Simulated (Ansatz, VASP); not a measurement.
**One calculation of Si, two programs**

Contents of INCAR:

```
SYSTEM = Si
ALGO = Normal
DIPOL = 0.5 0.5 0.386
EDIFF = 1E-6
ENCUT = 520
GGA = PE
IDIPOL = 3
ISIF = 2
ISMEAR = 0
IVDW = 12
LASPH = .True.
LCHARG = .False.
LDIPOL = .True.
LREAL = .False.
LWAVE = .False.
NBANDS = 16
NELM = 60
PREC = Accurate
SIGMA = 0.1
```

Contents of KPOINTS:

```
k-points
0
Gamma
  9 9 1
  0 0 0
```

Contents of POSCAR:

```
Si
1.0
    3.8472023583      0.0000000000      0.0000000000
   -1.9236011791      3.3317749758      0.0000000000
    0.0000000000      0.0000000000     18.4446971457
Si
4
Direct
    0.3333333333      0.6666666667      0.2695814701
    0.6666666667      0.3333333333      0.2439725610
    0.2222222222      0.7777777778      0.5283197153
    0.5555555556      0.4444444444      0.5027108062
```

Input for Ansatz:

```yaml
crystal:
  lattice:
    - [3.8472023583, 0.0, 0.0]
    - [-1.9236011791, 3.3317749758, 0.0]
    - [0.0, 0.0, 18.4446971457]
  atoms:
    - { symbol: Si, position: [0.3333333333, 0.6666666667, 0.2695814701] }
    - { symbol: Si, position: [0.6666666667, 0.3333333333, 0.243972561] }
    - { symbol: Si, position: [0.2222222222, 0.7777777778, 0.5283197153] }
    - { symbol: Si, position: [0.5555555556, 0.4444444444, 0.5027108062] }
basis:
  ecutwfc: 420
kpoints:
  mp_grid: { grid: [9, 9, 1] }
hamiltonian:
  xc: pbe
  dispersion: d3bj
scf:
  occupations: { method: gaussian, width: 0.1 }
output:
  forces: true
  eigenvalues: true
efield:
  axis: 3
  dipole_correction: true
  ramp_width: 0.04
```

Alike in both runs: task single point; functional PBE; dispersion D3(BJ); k mesh 9 × 9 × 1; occupations gaussian, width 0.1 eV; no spin polarisation.

```csv
,VASP,Ansatz
version,VASP 6.6.1,Ansatz 0.2.0
potentials or method,"VASP PAW PBE potentials, release 64 (Si)","scalar-relativistic, plane waves, PAW"
plane-wave cutoff (eV),520,420
valence electrons in the cell,16,16
```

```csv
,VASP,Ansatz,Ansatz less VASP
gap on the k mesh at the Fermi level (eV),0.31,0.31,0.000
least direct gap on the mesh (eV),0.31,0.31,0.000
rms of the force components (eV/Å),0.044,0.046,+0.0017
```

Atom by atom the forces differ by 0.004 eV/Å (rms over components).
